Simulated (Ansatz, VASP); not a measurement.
# One calculation of GePt, two programs

```
CELL_PARAMETERS angstrom
3.19550 0.00000 0.00000
0.00000 3.19550 0.00000
0.00000 0.00000 3.19550
ATOMIC_POSITIONS crystal
Ge 0.50000 0.50000 0.50000
Pt 0.00000 0.00000 0.00000
```

Change from the starting cell: species swapped into the TbRh type (Pm-3m, No. 221).

Alike in both runs: functional PBE; k mesh 6 × 6 × 6; occupations gaussian, width 0.1 eV; no spin polarisation.

Ansatz relaxed the structure, and its values are those at the end. VASP's run is a single point on that final structure, the one shown.

```csv
,VASP,Ansatz
version,VASP 6.6.1,Ansatz 0.2.0
potentials or method,"VASP PAW PBE potentials, release 64 (Ge_d, Pt)","scalar-relativistic, plane waves, PAW"
plane-wave cutoff (eV),520,420
valence electrons in the cell,24,32
```

|  | VASP | Ansatz | Ansatz less VASP |
| --- | --- | --- | --- |
| gap on the k mesh at the Fermi level (eV) | none | none | - |
| pressure (GPa) | -0.2 | -0.2 | +0.03 |

A gap of «none» marks a metal or a gap that the smearing closes. The two sets of potentials don't hold the same shells in valence.

Spin-orbit coupling is left out, which matters for the levels of Pt.
